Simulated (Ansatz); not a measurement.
# C: clamped-ion elastic tensor

The calculation used DFT PBE, scalar-relativistic, plane waves, PAW (Ansatz). Cutoff 420 eV, 18×18×2 k-points (Γ-centred), Fermi-Dirac smearing of 0.15 eV. No spin polarisation.

Relaxed structure:
```xyz
12
Lattice="2.4665 0.0000 0.0000 -1.2333 2.1361 0.0000 0.0000 0.0000 26.7908" Properties=species:S:1:pos:R:3 pbc="T T T"
C     1.2333    0.7120   25.4754
C     1.2333    0.7120   12.0800
C     1.2333    0.7120   20.9127
C     1.2333    0.7120    7.5172
C     0.0000    0.0000   16.4900
C     0.0000    1.4241    7.5172
C     0.0000    0.0000    3.0946
C     1.2333    0.7120   16.4900
C     0.0000    1.4241   20.9127
C     0.0000    1.4241    3.0946
C     0.0000    1.4241   12.0800
C     0.0000    1.4241   25.4754
```

In a metal, frequencies and elastic constants depend on the k mesh and the smearing, soft modes and shear constants most. The crystal is built of layers and no dispersion correction was added, so the binding between them is poorly described, and with it their spacing and whatever depends on it.

Task: Give the clamped-ion elastic constants (GPa, Voigt order xx yy zz yz xz xy, on the axes of the cell above).

Result:
```
801.0 128.9  -0.2   0.0   0.0   0.0
128.9 801.0  -0.2   0.0   0.0   0.0
 -0.2  -0.2   1.2   0.0   0.0   0.0
  0.0   0.0   0.0   0.0   0.0   0.0
  0.0   0.0   0.0   0.0   0.0   0.0
  0.0   0.0   0.0   0.0   0.0 336.1
```

The bands only touch here, so at this level the crystal is a zero-gap semiconductor or semimetal, not an ordinary metal.

Cost: 1 run of about 14 core-minutes, on Intel Xeon Processor @ 2.50GHz (Skylake/Cascade Lake) (shared hosts).